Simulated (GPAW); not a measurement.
Crystal: CoO.

```
Co O
1.0
     2.82845    0.00000    0.00000
    -1.41423    2.44951    0.00000
     0.00000    0.00000    2.72172
Co O
1 1
Direct
  0.00000 0.00000 0.50000
  0.66667 0.33333 0.00000
```

The cell was built by a generator and needn't be a form met in nature.

- Program: GPAW 26.7.0
- Task: relaxation of cell and atoms
- Functional: LDA
- Potentials or basis: the program's PAW data sets (release 1.2.1) made for this functional
- Cutoff: 800 eV
- Basis: pw
- k mesh: 8 × 8 × 7
- Occupations: fermi-dirac, width 0.05 eV
- Spin: collinear spin, ferromagnetic start
- Starting moments: [2.0, 0.0] μB

At the start: pressure -16.8 GPa; volume 9.43 Å³/atom.

**Question.** Where does the relaxation end?

**Answer.** Over 7 steps the energy falls by 40.1 meV/atom and the volume is 8.69 Å³/atom (-7.8 %); space group P-6m2 (No. 187, to 0.05 Å); moment 2.98 μB per cell.

Step by step:
```csv
step,energy change (eV),largest force (eV/Å),pressure (GPa),volume (Å³)
1,0.0000,0.0000,-16.80,18.86
2,-0.0364,0.0000,-12.94,18.46
3,-0.0780,0.0000,1.33,17.30
4,-0.0791,0.0000,-0.10,17.40
5,-0.0794,0.0000,-0.32,17.42
6,-0.0801,0.0000,-0.58,17.41
7,-0.0801,0.0000,-0.25,17.38
```

Final structure:
```xyz
2
Lattice="2.7437 0.0000 0.0000 -1.3719 2.3761 0.0000 0.0000 0.0000 2.6659" Properties=species:S:1:pos:R:3 pbc="T T T"
Co    0.0000    0.0000    1.3330
O     1.3719    0.7920    0.0000
```

Caveat: each step starts from the last one's moments, so a moment once lost doesn't come back; later steps reuse the first step's grids; a cell with one magnetic atom can't hold antiferromagnetic order, which such compounds often take.
